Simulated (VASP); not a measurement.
# Si3C (R3m) in VASP: notebook, part 2 of 2

VASP 6.6.1. Earlier steps stand in the parts before.

## (3) Band structure, r2SCAN

This run uses another cell than the first one, of 14.65 Å³/atom, 1.003 times its volume.

Input file INCAR:

```
  ALGO = Normal
  EDIFF = 1E-6
  ENCUT = 520
  ISIF = 2
  ISMEAR = 0
  LASPH = T
  LCHARG = F
  LMIXTAU = T
  LREAL = F
  LWAVE = F
  METAGGA = R2SCAN
  NELM = 60
  PREC = Accurate
  SIGMA = 0.02
```

Input file KPOINTS:

```
k-points
0
Gamma
  8 8 8
```

Input file POSCAR:

```
Si3C                                    
1.0
    0.0000000000     -2.4020202697     -2.4020202697
   -2.4020202697      0.0000000000     -2.4020202697
    2.5848919558      2.5848919558     -4.9869122255
  C               Si            
     1     3
Direct
     0.8739363134803602    0.8739363134803602    0.3781910595589190
     0.3716721451286824    0.3716721451286824    0.8849835646139533
     0.7654497545373439    0.7654497545373439    0.7036507363879687
     0.2389417868536136    0.2389417868536136    0.2831746394391591
```

Input file KPOINTS_OPT:

```
path GLB1,BZGX,QFP1Z,LP
10
line-mode
reciprocal
 0.0000000000  0.0000000000  0.0000000000  G
 0.0000000000 -0.5000000000  0.0000000000  L

 0.0000000000 -0.5000000000  0.0000000000  L
 0.3750000000 -0.3125000000  0.1875000000  B1

 0.3125000000 -0.3125000000  0.5000000000  B
 0.0000000000  0.0000000000  0.5000000000  Z

 0.0000000000  0.0000000000  0.5000000000  Z
 0.0000000000  0.0000000000  0.0000000000  G

 0.0000000000  0.0000000000  0.0000000000  G
 0.3437500000 -0.3437500000  0.0000000000  X

 0.3437500000 -0.3125000000  0.3437500000  Q
 0.5000000000  0.0000000000  0.5000000000  F

 0.5000000000  0.0000000000  0.5000000000  F
 0.4687500000  0.0000000000  0.6562500000  P1

 0.4687500000  0.0000000000  0.6562500000  P1
 0.0000000000  0.0000000000  0.5000000000  Z

 0.0000000000 -0.5000000000  0.0000000000  L
 0.0000000000 -0.4687500000  0.3437500000  P
```

Potentials or basis: VASP PAW PBE potentials, release 64 (C, Si).

Started as:

```
> cat potpaw_PBE.64/C/POTCAR potpaw_PBE.64/Si/POTCAR > POTCAR
> mpirun -np 1 vasp_std > vasp.out
```

OUTCAR:

```text
EDIFF = 1E-6
   ENCUT = 520
   ISIF = 2
   ISMEAR = 0
   LASPH = T
   LREAL = F
   METAGGA = R2SCAN
   NELM = 60
   PREC = Accurate

 ion  position               nearest neighbor table
   1  0.874  0.874  0.378-   3 1.91   4 2.04   4 2.04   4 2.04
   2  0.372  0.372  0.885-   3 2.23   3 2.23   3 2.23   4 2.33
   3  0.765  0.765  0.704-   1 1.91   2 2.23   2 2.23   2 2.23
   4  0.239  0.239  0.283-   1 2.04   1 2.04   1 2.04   2 2.33

  LATTYP: Found a trigonal (rhomboedric) cell.
 ALAT       =     6.1832537059
 COS(alpha) =     0.8490895886

  Lattice vectors:

 A1 = (   2.5848919558,   4.9869122255,  -2.5848919558)
 A2 = (   4.9869122255,   2.5848919558,  -2.5848919558)
 A3 = (   2.5848919558,   2.5848919558,  -4.9869122255)

Analysis of symmetry for initial positions (statically):
=====================================================================
 Subroutine PRICEL returns:
 Original cell was already a primitive cell.

 Routine SETGRP: Setting up the symmetry group for a
 trigonal (rhombohedral) supercell.

 Subroutine GETGRP returns: Found  6 space group operations
[... 188 lines left out ...]
      9       8.8298      0.00000
     10      10.8560      0.00000
     11      11.6413      0.00000
     12      11.6413      0.00000
[... 331 lines left out ...]
 k-point    24 :       0.3750    0.0000    0.1250
  band No.  band energies     occupation
      1      -6.2091      2.00000
      2      -2.3926      2.00000
      3      -1.0638      2.00000
      4       0.9793      2.00000
      5       2.1220      2.00000
      6       3.4898      2.00000
      7       4.8879      2.00000
      8       6.5672      2.00000
      9       8.8985      0.00000
     10      10.4614      0.00000
     11      11.6953      0.00000
     12      12.2226      0.00000

 [... further k-points ...]

------------------------ aborting loop because EDIFF is reached ----------------------------------------

  FORCE on cell =-STRESS in cart. coord.  units (eV):
  Direction    XX          YY          ZZ          XY          YZ          ZX
  --------------------------------------------------------------------------------------
  -------------------------------------------------------------------------------------
  Total        0.0281854      0.0281854      0.0281854     -0.0009760      0.0009760      0.0009760
  in kB        0.7705999      0.7705999      0.7705999     -0.0266841      0.0266841      0.0266841
  external PRESSURE =       0.7705999 kB  Pullay stress =       0.0000000 kB

 VOLUME and BASIS-vectors are now :
 -----------------------------------------------------------------------------
  energy-cutoff  :      520.00
  volume of cell :       58.60
      direct lattice vectors                 reciprocal lattice vectors
     0.000000000 -2.402020270 -2.402020270     0.105953002 -0.310363218 -0.105953002
    -2.402020270  0.000000000 -2.402020270    -0.310363218  0.105953002 -0.105953002
     2.584891956  2.584891956 -4.986912226     0.098457213  0.098457213 -0.098457213

 POSITION                                       TOTAL-FORCE (eV/Angst)
 -----------------------------------------------------------------------------------
     -1.12163     -1.12163     -6.08443        -0.002118     -0.002118      0.002118
      1.39482      1.39482     -6.19886        -0.002170     -0.002170      0.002170
     -0.01976     -0.01976     -7.18630         0.002726      0.002726     -0.002726
      0.15803      0.15803     -2.56005         0.001562      0.001562     -0.001562
 -----------------------------------------------------------------------------------
    total drift:                               -0.000048     -0.000048     -0.000002

  FREE ENERGIE OF THE ION-ELECTRON SYSTEM (eV)
  ---------------------------------------------------
  free  energy   TOTEN  =       -35.0629727788 eV

  energy  without entropy=      -35.0628618734  energy(sigma->0) =      -35.06291733
```

Wall time 3.1 min (1 thread of Intel Xeon 6975P-C (Granite Rapids), shared host); peak memory 0.22 GiB.

What came out:

- Free energy: -35.0630 eV
- Pressure: 0.1 GPa
- Largest force: 0.005 eV/Å
- Band gap along the path: none (metal or under the smearing width)

Forces on the atoms (eV/Å):
```
C   -0.002 -0.002  0.002
Si  -0.002 -0.002  0.002
Si   0.003  0.003 -0.003
Si   0.002  0.002 -0.002
```

Levels at the corners of the path, in eV from the Fermi level:
```csv
point,band 6,band 7,band 8,band 9,band 10,band 11
Γ,-1.93,0.13,0.59,0.59,2.62,3.40
L,-5.17,-4.88,-2.02,0.77,1.87,2.87
L,-5.17,-4.88,-2.02,0.77,1.87,2.87
B1,-5.52,-4.54,-3.64,1.04,1.39,4.35
B,-5.52,-4.54,-3.64,1.04,1.39,4.35
Z,-3.45,0.30,0.30,1.17,2.74,3.86
Z,-3.45,0.30,0.30,1.17,2.74,3.86
Γ,-1.93,0.13,0.59,0.59,2.62,3.40
Γ,-1.93,0.13,0.59,0.59,2.62,3.40
X,-5.45,-4.71,-3.66,0.80,2.36,3.48
Q,-5.45,-4.71,-3.66,0.80,2.36,3.48
F,-4.96,-2.81,-1.54,-0.64,0.69,2.06
F,-4.96,-2.81,-1.54,-0.64,0.69,2.06
P1,-4.96,-3.52,-1.66,-0.35,1.00,2.54
P1,-4.96,-3.52,-1.66,-0.35,1.00,2.54
Z,-3.45,0.30,0.30,1.17,2.74,3.86
L,-5.17,-4.88,-2.02,0.77,1.87,2.87
P,-4.96,-3.52,-1.66,-0.35,1.00,2.54
```

Caveat: the PAW data sets were made with another functional, which shifts forces and pressure a little.

## (4) Band structure, PBEsol

This run uses another cell than the first one, of 13.48 Å³/atom, 0.923 times its volume.

Input file INCAR:

```
SYSTEM = Si3C
  ALGO = Fast
  EDIFF = 1E-7
  ENCUT = 200
  GGA = PS
  ISIF = 2
  ISMEAR = 0
  LASPH = .True.
  LCHARG = .False.
  LREAL = .False.
  LWAVE = .False.
  NELM = 60
  PREC = Accurate
  SIGMA = 0.02
```

Input file KPOINTS:

```
k-points
0
Gamma
  8 8 8
  0 0 0
```

Input file POSCAR:

```
Si3C                                    
1.0
   -0.0000000000     -2.3043892632     -2.3043892632
   -2.3043892632     -0.0000000000     -2.3043892632
    2.6156424690      2.6156424690     -4.9200317323
  C               Si            
     1     3
Direct
     0.8754257696228624    0.8754257696228624    0.3737226911314118
     0.3681262118667341    0.3681262118667341    0.8956213643997977
     0.7682510591059660    0.7682510591059660    0.6952468226821021
     0.2381969594044371    0.2381969594044371    0.2854091217866886
```

Changes to KPOINTS_OPT since step 3:

```diff
@@ -1,3 +1,3 @@
 path GLB1,BZGX,QFP1Z,LP
-10
+15
 line-mode
```

Potentials or basis: VASP PAW PBE potentials, release 64 (C, Si).

Started as:

```
> cat potpaw_PBE.64/C/POTCAR potpaw_PBE.64/Si/POTCAR > POTCAR
> mpirun -np 1 vasp_std > vasp.out
```

OUTCAR:

```text
SYSTEM = Si3C
   EDIFF = 1E-7
   ENCUT = 200
   GGA = PS
   ISIF = 2
   ISMEAR = 0
   LASPH = .True.
   LREAL = .False.
   NELM = 60
   PREC = Accurate

 ion  position               nearest neighbor table
   1  0.875  0.875  0.374-   3 1.88   4 1.95   4 1.95   4 1.95
   2  0.368  0.368  0.896-   3 2.22   3 2.22   3 2.22   4 2.28
   3  0.768  0.768  0.695-   1 1.88   2 2.22   2 2.22   2 2.22   4 3.05   4 3.05   4 3.05
   4  0.238  0.238  0.285-   1 1.95   1 1.95   1 1.95   2 2.28   3 3.05   3 3.05   3 3.05

  LATTYP: Found a trigonal (rhomboedric) cell.
 ALAT       =     6.1554758791
 COS(alpha) =     0.8598515114

  Lattice vectors:

 A1 = (   2.6156424690,   4.9200317322,  -2.6156424691)
 A2 = (   4.9200317322,   2.6156424690,  -2.6156424691)
 A3 = (   2.6156424690,   2.6156424690,  -4.9200317323)

Analysis of symmetry for initial positions (statically):
=====================================================================
 Subroutine PRICEL returns:
 Original cell was already a primitive cell.

 Routine SETGRP: Setting up the symmetry group for a
 trigonal (rhombohedral) supercell.

 Subroutine GETGRP returns: Found  6 space group operations
 (whereof  6 operations were pure point group operations)
 out of a pool of 12 trial point group operations.

The static configuration has the point symmetry C_3v.

Analysis of symmetry for dynamics (positions and initial velocities):
=====================================================================
 Subroutine PRICEL returns:
 Original cell was already a primitive cell.

 Routine SETGRP: Setting up the symmetry group for a
 trigonal (rhombohedral) supercell.

 Subroutine GETGRP returns: Found  6 space group operations
 (whereof  6 operations were pure point group operations)
 out of a pool of 12 trial point group operations.

The dynamic configuration has the point symmetry C_3v.

 Subroutine INISYM returns: Found  6 space group operations
 (whereof  6 operations are pure point group operations),
 and found     1 'primitive' translations

[... 130 lines left out ...]
 RMM-DIIS sequential band-by-band and
 Gauss-broadening in eV      SIGMA  =   0.02
  energy-cutoff  :      200.00
  volume of cell :       53.91
 maximum number of plane-waves:       362
   NGX =  7   NGY =  7   NGZ = 15

 number of electron      15.9999998 magnetization

 Free energy of the ion-electron system (eV)
  ---------------------------------------------------
  ext. energy  EPLUGINS =         0.00000000
  ---------------------------------------------------
  free energy    TOTEN  =       -25.71553287 eV

  energy without entropy =      -25.71530023  energy(sigma->0) =      -25.71541655

 E-fermi :   8.9459     XC(G=0): -10.8552

 val. band max:        8.9348897985   @ k =   0.2500   0.2500  -0.0000
 cond. band min:       8.9498460232   @ k =  -0.2500  -0.2500   0.2500
 fundamental gap:      0.0149562247
 Fermi energy:         8.9459473263

 k-point     1 :       0.0000    0.0000    0.0000
  band No.  band energies     occupation
      1      -7.1370      2.00000
      2      -3.2435      2.00000
      3      -0.7663      2.00000
      4       5.7816      2.00000
      5       5.7816      2.00000
      6       7.1380      2.00000
      7       9.2825      0.00000
      8      10.5364      0.00000
      9      10.5364      0.00000
     10      11.6501      0.00000
     11      12.8235      0.00000
     12      12.8235      0.00000
[... 331 lines left out ...]
 k-point    24 :       0.3750    0.0000    0.1250
  band No.  band energies     occupation
      1      -5.2769      2.00000
      2      -1.2624      2.00000
      3      -0.0835      2.00000
      4       1.7071      2.00000
      5       3.1527      2.00000
      6       4.4009      2.00000
      7       5.9313      2.00000
      8       8.0532      2.00000
      9       9.6651      0.00000
     10      11.1897      0.00000
     11      12.2680      0.00000
     12      12.6782      0.00000

 [... further k-points ...]

------------------------ aborting loop because EDIFF is reached ----------------------------------------

  FORCE on cell =-STRESS in cart. coord.  units (eV):
  Direction    XX          YY          ZZ          XY          YZ          ZX
  --------------------------------------------------------------------------------------
  -------------------------------------------------------------------------------------
  Total       -0.4407310     -0.4407310     -0.4407310      0.2704342     -0.2704342     -0.2704342
  in kB      -13.0993611    -13.0993611    -13.0993611      8.0378180     -8.0378180     -8.0378180
  external PRESSURE =     -13.0993611 kB  Pullay stress =       0.0000000 kB

 VOLUME and BASIS-vectors are now :
 -----------------------------------------------------------------------------
  energy-cutoff  :      200.00
  volume of cell :       53.91
      direct lattice vectors                 reciprocal lattice vectors
     0.000000000 -2.304389263 -2.304389263     0.111815024 -0.322139437 -0.111815024
    -2.304389263  0.000000000 -2.304389263    -0.322139437  0.111815024 -0.111815024
     2.615642469  2.615642469 -4.920031732     0.098509389  0.098509389 -0.098509389

 POSITION                                       TOTAL-FORCE (eV/Angst)
 -----------------------------------------------------------------------------------
     -1.03980     -1.03980     -5.87337        -0.000610     -0.000610      0.000610
      1.49432      1.49432     -6.10310         0.003774      0.003774     -0.003774
      0.04817      0.04817     -6.96134         0.012471      0.012471     -0.012471
      0.19763      0.19763     -2.50202        -0.015636     -0.015636      0.015636
 -----------------------------------------------------------------------------------
    total drift:                               -0.000086     -0.000086      0.000086

  FREE ENERGIE OF THE ION-ELECTRON SYSTEM (eV)
  ---------------------------------------------------
  free  energy   TOTEN  =       -25.7155328712 eV

  energy  without entropy=      -25.7153002341  energy(sigma->0) =      -25.71541655
```

OSZICAR:

```text
N       E                     dE             d eps       ncg     rms          rms(c)
DAV:   1     0.737807342447E+01    0.73781E+01   -0.38138E+03  1584   0.531E+02
DAV:   2    -0.256929153086E+02   -0.33071E+02   -0.30763E+02  2120   0.114E+02
DAV:   3    -0.270431477744E+02   -0.13502E+01   -0.13390E+01  2048   0.232E+01
[... 33 lines left out ...]
DAV:   9     0.218377571827E+04   -0.22408E-07     1364
       N       E                     dE             ncg
DAV:   1     0.207425676167E+05   -0.15493E+04      120
DAV:   2     0.206048177342E+05   -0.13775E+03      148
DAV:   3     0.205993562514E+05   -0.54615E+01      144
DAV:   4     0.205992948914E+05   -0.61360E-01      136
DAV:   5     0.205992936950E+05   -0.11965E-02      156
DAV:   6     0.205992936761E+05   -0.18848E-04      156
DAV:   7     0.205992936754E+05   -0.72736E-06      140
DAV:   8     0.205992936754E+05   -0.34961E-07      144
```

Run time: 12 s. Hardware: 1 thread of Intel Xeon Platinum 8559C (Emerald Rapids), shared host; peak memory 0.13 GiB.

The run converged, but a check on its numbers failed (symmetry, net force, bounds or a known fault of this set-up), so they aren't taken as properties of the crystal.

Caveat: the cutoff lies under the usual one of these potentials, so the numbers hold a large basis-set error; the PAW data sets were made with another functional, which shifts forces and pressure a little.

## (5) Band structure, PBEsol

This run uses another cell than the first one, of 14.36 Å³/atom, 0.983 times its volume.

Input file POSCAR:

```
Si3C                                    
1.0
   -0.0000000000     -2.3604487732     -2.3604487732
   -2.3604487732     -0.0000000000     -2.3604487732
    2.6505119143      2.6505119143     -5.0109606874
  C               Si            
     1     3
Direct
     0.8747738868285158    0.8747738868285158    0.3756783395144532
     0.3686887769054875    0.3686887769054875    0.8939336692835372
     0.7690122412893038    0.7690122412893038    0.6929632761320894
     0.2375250949766934    0.2375250949766934    0.2874247150699196
```

Input file INCAR.step1:

```
SYSTEM = Si3C
ALGO = Fast
EDIFF = 1E-7
ENCUT = 520
GGA = PS
ISIF = 2
ISMEAR = 0
LASPH = .TRUE.
LCHARG = .TRUE.
LREAL = .FALSE.
LWAVE = .FALSE.
NBANDS = 16
NELM = 80
PREC = Accurate
SIGMA = 0.02
```

Input file KPOINTS.step1:

```
k-points
0
G
  3 3 3
  0 0 0
```

Input file INCAR.step2:

```
SYSTEM = Si3C
ALGO = Fast
EDIFF = 1E-7
ENCUT = 520
GGA = PS
ICHARG = 11
ISIF = 2
ISMEAR = 0
LASPH = .TRUE.
LCHARG = .FALSE.
LREAL = .FALSE.
LWAVE = .FALSE.
NBANDS = 16
NELM = 80
PREC = Accurate
SIGMA = 0.05
```

Input file KPOINTS.step2:

```
path GLB1,BZGX,QFP1Z,LP
10
line-mode
reciprocal
 0.0000000000  0.0000000000  0.0000000000  G
 0.0000000000 -0.5000000000  0.0000000000  L

 0.0000000000 -0.5000000000  0.0000000000  L
 0.3750000000 -0.3125000000  0.1875000000  B1

 0.3125000000 -0.3125000000  0.5000000000  B
 0.0000000000  0.0000000000  0.5000000000  Z

 0.0000000000  0.0000000000  0.5000000000  Z
 0.0000000000  0.0000000000  0.0000000000  G

 0.0000000000  0.0000000000  0.0000000000  G
 0.3437500000 -0.3437500000  0.0000000000  X

 0.3437500000 -0.3125000000  0.3437500000  Q
 0.5000000000  0.0000000000  0.5000000000  F

 0.5000000000  0.0000000000  0.5000000000  F
 0.4687500000  0.0000000000  0.6562500000  P1

 0.4687500000  0.0000000000  0.6562500000  P1
 0.0000000000  0.0000000000  0.5000000000  Z

 0.0000000000 -0.5000000000  0.0000000000  L
 0.0000000000 -0.4687500000  0.3437500000  P
```

Started as:

```
> cat potpaw_PBE.64/C/POTCAR potpaw_PBE.64/Si/POTCAR > POTCAR
> cp INCAR.step1 INCAR
> cp KPOINTS.step1 KPOINTS
> mpirun -np 1 vasp_std > vasp.out
> cp INCAR.step2 INCAR
> cp KPOINTS.step2 KPOINTS
> mpirun -np 1 vasp_std > vasp.out
```

It took 37 s on 1 thread of Intel Xeon Platinum 8559C (Emerald Rapids), shared host; peak memory 0.21 GiB.

Results (log left out):

```
Band gap along the path : none (metal or under the smearing width)
```

Levels at the corners of the path, in eV from the Fermi level:
```
point  band 4  band 5  band 6  band 7  band 8  band 9  band 10  band 11  band 12  band 13
    Γ   -3.00   -3.00   -1.76    0.29    1.28    1.28     2.56     3.69     3.69     4.32
    L   -7.11   -5.43   -4.75   -4.42   -1.35    0.79     1.91     2.45     4.79     4.98
    L   -7.11   -5.43   -4.75   -4.42   -1.35    0.79     1.91     2.45     4.79     4.98
   B1   -7.74   -6.31   -5.08   -4.17   -3.25    0.82     1.03     4.01     5.34     5.60
    B   -7.74   -6.31   -5.08   -4.17   -3.25    0.82     1.03     4.01     5.34     5.60
    Z   -5.37   -2.99   -2.99    1.01    1.01    1.52     2.77     4.09     4.09     5.07
    Z   -5.37   -2.99   -2.99    1.01    1.01    1.52     2.77     4.09     4.09     5.07
    Γ   -3.00   -3.00   -1.76    0.29    1.28    1.28     2.56     3.69     3.69     4.32
    Γ   -3.00   -3.00   -1.76    0.29    1.28    1.28     2.56     3.69     3.69     4.32
    X   -7.80   -6.50   -5.03   -4.32   -3.28    0.55     2.00     3.13     5.31     6.16
    Q   -7.80   -6.50   -5.03   -4.32   -3.28    0.55     2.00     3.13     5.31     6.16
    F   -8.22   -4.61   -4.51   -2.48   -0.93   -0.78     0.66     1.75     3.46     3.78
    F   -8.22   -4.61   -4.51   -2.48   -0.93   -0.78     0.66     1.75     3.46     3.78
   P1   -7.60   -4.77   -4.48   -3.18   -1.03   -0.49     0.94     2.34     3.23     4.15
   P1   -7.60   -4.77   -4.48   -3.18   -1.03   -0.49     0.94     2.34     3.23     4.15
    Z   -5.37   -2.99   -2.99    1.01    1.01    1.52     2.77     4.09     4.09     5.07
    L   -7.11   -5.43   -4.75   -4.42   -1.35    0.79     1.91     2.45     4.79     4.98
    P   -7.60   -4.77   -4.48   -3.18   -1.03   -0.49     0.94     2.34     3.23     4.15
```

Caveat: the k mesh is coarse (spacing up to 0.73 Å⁻¹), so the values aren't converged; the log is that of the step along the path at fixed density, whose energy, stress, charges and moments have no meaning; the PAW data sets were made with another functional, which shifts forces and pressure a little.
